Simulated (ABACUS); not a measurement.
# Ni (Fm-3m) in ABACUS: further runs

The runs below take Ni through single point, relaxation of cell and atoms, with WC.

Everything below comes from runs of ABACUS 3.10.1. Logs are shortened: lines on timing, memory, paths and dates and some standing lists are left out, and cuts for length are marked.

**1. The crystal as given**

It takes space group Fm-3m (No. 225, cubic). Conventional cell: a = 3.475 Å, b = 3.475 Å, c = 3.475 Å, α = 90.00°, β = 90.00°, γ = 90.00°. Ni (site symmetry m-3m) has 12 Ni at 2.46 Å as nearest neighbours.

**2. Single point, WC, collinear spin, ferromagnetic start**

Contents of run_abacus.py:

```python
"""ABACUS run from a structure file: ASE reads it, the script writes STRU, KPT and INPUT."""
import re
import subprocess
from ase.io import read
from ase.units import Bohr

atoms = read("POSCAR")
atoms = atoms[(-atoms.numbers).argsort(kind="stable")]  # ABACUS lists atoms element by element
pseudo = {'Ni': 'ni_pbe_v1.4.uspp.F.UPF'}
orbital = {}
magmoms = [1.0]
kmesh = [10, 10, 10]
params = {
    'suffix': 'Ni',
    'calculation': 'scf',
    'basis_type': 'pw',
    'pseudo_dir': './',
    'symmetry': 1,
    'dft_functional': 'wc',
    'ecutwfc': 40,
    'pseudo_rcut': 10,
    'nspin': 2,
    'nbands': 20,
    'ks_solver': 'dav',
    'smearing_method': 'fd',
    'smearing_sigma': 0.00367493,
    'scf_thr': 1e-08,
    'scf_nmax': 100,
    'mixing_type': 'broyden',
    'mixing_beta': 0.4,
    'cal_force': 1,
    'cal_stress': 1,
    'ecutrho': 320,
    'out_chg': 1,
    'kpar': 4,
}

symbols = atoms.get_chemical_symbols()
elements = list(dict.fromkeys(symbols))
lines = ["ATOMIC_SPECIES"] + [f"{e} {atoms.get_masses()[symbols.index(e)]:.4f} {pseudo[e]}" for e in elements]
if orbital:
    lines += ["", "NUMERICAL_ORBITAL"] + [orbital[e] for e in elements]
lines += ["", "LATTICE_CONSTANT", f"{1 / Bohr:.10f}", "", "LATTICE_VECTORS"]
lines += [" ".join(f"{x:.10f}" for x in v) for v in atoms.cell]
lines += ["", "ATOMIC_POSITIONS", "Direct"]
for e in elements:
    lines += ["", e, "0.0", str(symbols.count(e))]
    for i, p in enumerate(atoms.get_scaled_positions(wrap=False)):
        if symbols[i] == e:
            mag = "" if magmoms is None else " mag " + " ".join(str(x) for x in (magmoms[i] if isinstance(magmoms[i], list) else [magmoms[i]]))
            lines.append(" ".join(f"{x:.10f}" for x in p) + " 1 1 1" + mag)
open("STRU", "w").write("\n".join(lines) + "\n")
open("KPT", "w").write("K_POINTS\n0\nGamma\n%d %d %d 0 0 0\n" % tuple(kmesh))
open("INPUT", "w").write("INPUT_PARAMETERS\n" + "".join(f"{k:<20s}{v}\n" for k, v in params.items()))

done = subprocess.run(['mpirun', '-np', '4', 'abacus'])
if done.returncode:
    raise SystemExit(done.returncode)
log = open("OUT.Ni/running_scf.log").read()
print("final energy (eV):", re.findall(r"FINAL_ETOT_IS (\S+)", log))
```

Contents of POSCAR:

```
Ni
1.0
    0.0000000000      1.7375729330      1.7375729330
    1.7375729330      0.0000000000      1.7375729330
    1.7375729330      1.7375729330      0.0000000000
Ni
1
Direct
    0.0000000000      0.0000000000      0.0000000000
```

Potentials or basis: GBRV ultrasoft 1.5 PBE, plane waves.

Run with:

```console
$ OMP_NUM_THREADS=1 python run_abacus.py > log
```

running log:

```text
ABACUS v3.10.1

               Atomic-orbital Based Ab-initio Computation at UStc

 ------------------------------------------------------------------------------------

 READING GENERAL INFORMATION
                           global_out_dir = OUT.Ni/
                           global_in_card = INPUT
                               pseudo_dir = ./
                              orbital_dir =
                                    DSIZE = 4
                                    GSIZE = 1

 READING UNITCELL INFORMATION
                                    ntype = 1
                  lattice constant (Bohr) = 1.88973
              lattice constant (Angstrom) = 1

 READING ATOM TYPE 1
                               atom label = Ni
                      L=0, number of zeta = 1
                      L=1, number of zeta = 1
                      L=2, number of zeta = 1
             number of atom for this type = 1
               magnetization of element 1 = 1

                        TOTAL ATOM NUMBER = 1
DIRECT COORDINATES
    atom                   x                   y                   z     mag                  vx                  vy                  vz
taud_Ni1            0.0000000000        0.0000000000        0.0000000000  1.0000        0.0000000000        0.0000000000        0.0000000000

                          Volume (Bohr^3) = 70.8037
                             Volume (A^3) = 10.492

 Lattice vectors: (Cartesian coordinate: in unit of a_0)
                   +0            +1.73757            +1.73757
             +1.73757                  +0            +1.73757
             +1.73757            +1.73757                  +0
 Reciprocal vectors: (Cartesian coordinate: in unit of 2 pi/a_0)
            -0.287758           +0.287758           +0.287758
            +0.287758           -0.287758           +0.287758
            +0.287758           +0.287758           -0.287758
 The esolver type has been set to : ksdft_pw

                PAO radial cut off (Bohr) = 10

 Read in pseudopotential file is ni_pbe_v1.4.uspp.F.UPF
                     pseudopotential type = US
          exchange-correlation functional = PBE
                 nonlocal core correction = 1
                        valence electrons = 18
                                     lmax = 2
                           number of zeta = 5
                     number of projectors = 6
                           L of projector = 0
                           L of projector = 0
                           L of projector = 1
                           L of projector = 1
                           L of projector = 2
                           L of projector = 2
 XC functional updated to : wc
          exchange-correlation functional = WC
     initial pseudo atomic orbital number = 13
 The readin total magnetization is 1

 SETUP THE ELECTRONS NUMBER
            electron number of element Ni = 18
      total electron number of element Ni = 18
            AUTOSET number of electrons:  = 18
                           occupied bands = 9
                                   NBANDS = 20
[... 140 lines left out ...]
[... stars of the k points ...]
                             nks(nspin=2) = 24
                          nkstot(nspin=2) = 94

[... K-POINTS CARTESIAN COORDINATES: 24 rows ...]

[... K-POINTS DIRECT COORDINATES: 24 rows ...]

 SETUP PLANE WAVES FOR WAVE FUNCTIONS
     energy cutoff for wavefunc (unit:Ry) = 40
              fft grid for wave functions = [ 20, 20, 20 ]
                    number of plane waves = 411
                         number of sticks = 73

 PARALLEL PW FOR WAVE FUNCTIONS
     PROC   COLUMNS(POT)             PW
        1             73            411
 --------------- sum -------------------
        1             73            411

 SETUP NONLOCAL PSEUDOPOTENTIALS IN PLANE WAVE BASIS
 Ni non-local projectors:
 projector 1 L=0
 projector 2 L=0
 projector 3 L=1
 projector 4 L=1
 projector 5 L=2
 projector 6 L=2
      TOTAL NUMBER OF NONLOCAL PROJECTORS = 18

 Init Non-Local PseudoPotential table :
 Init Non-Local-Pseudopotential done.

                                     npwx = 311

 Make real space PAO into reciprocal space.
       max mesh points in Pseudopotential = 687
     dq(describe PAO in reciprocal space) = 0.01
                                    max q = 763

 number of pseudo atomic orbitals for Ni is 5
WARNING: norm of atomic wavefunction # 5 of atomic type Ni is 0.999994, renormalized

 -------------------------------------------
 SELF-CONSISTENT
 -------------------------------------------
                                 init_chg = atomic

 PW ALGORITHM --------------- ION=   1  ELEC=   1--------------------------------

          total magnetism (Bohr mag/cell) = 0.102049
       absolute magnetism (Bohr mag/cell) = 0.146861
                        nelec for spin up = 9.05102
                      nelec for spin down = 8.94898
[... 177 lines left out ...]
 Density error is 7.83486626938e-09
                          Error Threshold = 1.24242668962e-10
----------------------------------------------------------
     Energy           Rydberg                 eV
----------------------------------------------------------
 E_KohnSham     -341.9986109529      -4653.1298170442
 E_KS(sigma->0) -341.9976791000      -4653.1171385358
 E_Harris       -341.9982472812      -4653.1248690371
 E_band         -20.7538810409       -282.3710377700
 E_one_elec     -186.0371129594      -2531.1647757178
 E_Hartree      104.3808179864       1420.1738865162
 E_xc           -34.1369213021       -464.4566418865
 E_Ewald        -226.2035309720      -3077.6569289393
 E_entropy(-TS) -0.0018637057        -0.0253570169
 E_descf        0.0000000000         0.0000000000
 E_exx          0.0000000000         0.0000000000
 E_Fermi        1.3365679169         18.1849394338
----------------------------------------------------------

 charge density convergence is achieved
 final etot is -4653.129817 eV
 EFERMI = 18.184939434 eV

 STATE ENERGY(eV) AND OCCUPATIONS    NSPIN == 2
SPIN UP :
 1/12 kpoint (Cartesian) = 0.0000 0.0000 0.0000 (307 pws)
       1       -84.8492     0.00100000
       2       -45.1303     0.00100000
       3       -45.1303     0.00100000
       4       -45.1303     0.00100000
       5        8.61418     0.00100000
       6        16.1566     0.00100000
[... 122 lines left out ...]
      19        65.4284        0.00000
      20        67.4111        0.00000

[... levels at 18 further k points ...]

------------------------------------------------------------------------------------------
 TOTAL-FORCE (eV/Angstrom)
------------------------------------------------------------------------------------------
                       Ni1         0.0000000000         0.0000000000         0.0000000000
------------------------------------------------------------------------------------------

----------------------------------------------------------------
 TOTAL-STRESS (KBAR)
----------------------------------------------------------------
      -354.9134395210        -0.0000000000         0.0000000000
         0.0000000000      -354.9134395210        -0.0000000000
         0.0000000000        -0.0000000000      -354.9134395210
----------------------------------------------------------------
 TOTAL-PRESSURE: -354.913440 KBAR

 --------------------------------------------
 !FINAL_ETOT_IS -4653.1298170442396440 eV
 --------------------------------------------
```

INPUT:

```text
INPUT_PARAMETERS
suffix              Ni
calculation         scf
basis_type          pw
pseudo_dir          ./
symmetry            1
dft_functional      wc
ecutwfc             40
pseudo_rcut         10
nspin               2
nbands              20
ks_solver           dav
smearing_method     fd
smearing_sigma      0.00367493
scf_thr             1e-08
scf_nmax            100
mixing_type         broyden
mixing_beta         0.4
cal_force           1
cal_stress          1
ecutrho             320
out_chg             1
kpar                4
```

Run time: 5.3 s. Hardware: 4 MPI ranks of Intel Xeon Platinum 8488C (Sapphire Rapids), shared host; peak memory 0.32 GiB.

Results:

```
Free energy            : -4653.1298 eV
Pressure               : -35.5 GPa
Band gap on the k mesh : none (metal or under the smearing width)
Net moment             : 0.00 μB per cell
Absolute moment        : 0.00 μB per cell
```

Caveat: a pressure of tens of GPa on the cell as given is suspect, and the run, the potentials or the cell itself is likely at fault; the potentials were made for another functional, which shifts forces and pressure.

**3. Relaxation of cell and atoms, WC, collinear spin, ferromagnetic start**

Contents of INPUT:

```
INPUT_PARAMETERS
suffix              Ni
calculation         cell-relax
basis_type          pw
pseudo_dir          ./
symmetry            1
dft_functional      wc
ecutwfc             40
pseudo_rcut         10
nspin               2
nbands              14
ks_solver           dav
smearing_method     fd
smearing_sigma      0.00367493
scf_thr             1e-08
scf_nmax            100
mixing_type         broyden
mixing_beta         0.4
cal_force           1
cal_stress          1
ecutrho             320
relax_nmax          60
force_thr_ev        0.005
relax_method        cg
out_stru            1
stress_thr          0.2
kpar                4
```

Contents of STRU:

```
ATOMIC_SPECIES
Ni 58.6934 ni_pbe_v1.4.uspp.F.UPF

LATTICE_CONSTANT
4.6436225084

LATTICE_VECTORS
0.0000000000 0.7071067812 0.7071067812
0.7071067812 0.0000000000 0.7071067812
0.7071067812 0.7071067812 0.0000000000

ATOMIC_POSITIONS
Cartesian

Ni
0.0
1
0.0000000000 0.0000000000 0.0000000000 1 1 1 mag 1
```

Contents of KPT:

```
K_POINTS
0
Gamma
10 10 10 0 0 0
```

Potentials or basis: GBRV ultrasoft 1.5 PBE, plane waves.

Run with:

```console
$ OMP_NUM_THREADS=1 mpirun -np 4 abacus > log
```

Run time: 51 s. Hardware: 4 MPI ranks of Intel Xeon Platinum 8488C (Sapphire Rapids), shared host; peak memory 0.36 GiB.

Results (log left out):

* Free energy: -4653.3210 eV
* Relaxed volume: 9.37 Å³/atom
* Relaxed cell: a = 2.367 Å, b = 2.367 Å, c = 2.367 Å, α = 60.00°, β = 60.00°, γ = 60.00°
* Space group after relaxing (to 0.05 Å): Fm-3m (No. 225)
* Energy gained by relaxing: 191.2 meV/atom
* Ionic steps: 24
* Pressure after relaxing: 0.0 GPa
* Band gap on the k mesh: none (metal or under the smearing width)
* Net moment: -0.74 μB per cell
* Absolute moment: 0.80 μB per cell

Step by step:
```csv
step,energy change (eV),largest force (eV/Å),pressure (GPa),volume (Å³)
1,0.0000,0.0000,-35.53,10.49
2,0.6293,0.0000,153.71,7.24
3,-0.1911,0.0000,1.08,9.35
4,-0.1911,0.0000,0.82,9.35
5,-0.1911,0.0000,-1.67,9.41
6,-0.1912,0.0000,-0.04,9.38
7,-0.1912,0.0000,-0.12,9.38
8,-0.1912,0.0000,0.50,9.37
9,-0.1912,0.0000,0.03,9.37
10,-0.1912,0.0000,0.25,9.37
11,-0.1912,0.0000,0.80,9.37
12,-0.1912,0.0000,0.30,9.37
13,-0.1912,0.0000,0.24,9.37
14,-0.1912,0.0000,0.40,9.37
15,-0.1912,0.0000,0.25,9.37
16,-0.1912,0.0000,0.63,9.37
17,-0.1912,0.0000,0.26,9.37
18,-0.1912,0.0000,0.22,9.37
19,-0.1912,0.0000,0.47,9.37
20,-0.1912,0.0000,0.25,9.37
21,-0.1912,0.0000,-0.25,9.37
22,-0.1912,0.0000,0.21,9.37
23,-0.1912,0.0000,0.25,9.37
24,-0.1912,0.0000,-0.02,9.37
```

Final structure:
```xyz
1
Lattice="0.0000 1.6735 1.6735 1.6735 0.0000 1.6735 1.6735 1.6735 0.0000" Properties=species:S:1:pos:R:3 pbc="T T T"
Ni    0.0000    0.0000    0.0000
```

Levels at points of the mesh, in eV from the Fermi level:
Spin up:
```tsv
k point	band 6	band 7	band 8	band 9	band 10
(0.00, 0.00, 0.00)	-2.18	-2.18	-2.18	-0.74	-0.74
(0.50, 0.50, 0.50)	-2.27	-2.27	-1.02	0.24	0.24
(0.50, 0.50, 0.00)	-4.63	0.21	0.49	0.49	2.14
```
Spin down:
| k point | band 6 | band 7 | band 8 | band 9 | band 10 |
| --- | --- | --- | --- | --- | --- |
| (0.00, 0.00, 0.00) | -3.04 | -3.04 | -3.04 | -1.59 | -1.59 |
| (0.50, 0.50, 0.50) | -3.06 | -3.06 | -1.10 | -0.70 | -0.70 |
| (0.50, 0.50, 0.00) | -5.32 | -0.68 | -0.50 | -0.50 | 2.04 |

Caveat: the potentials were made for another functional, which shifts forces and pressure.
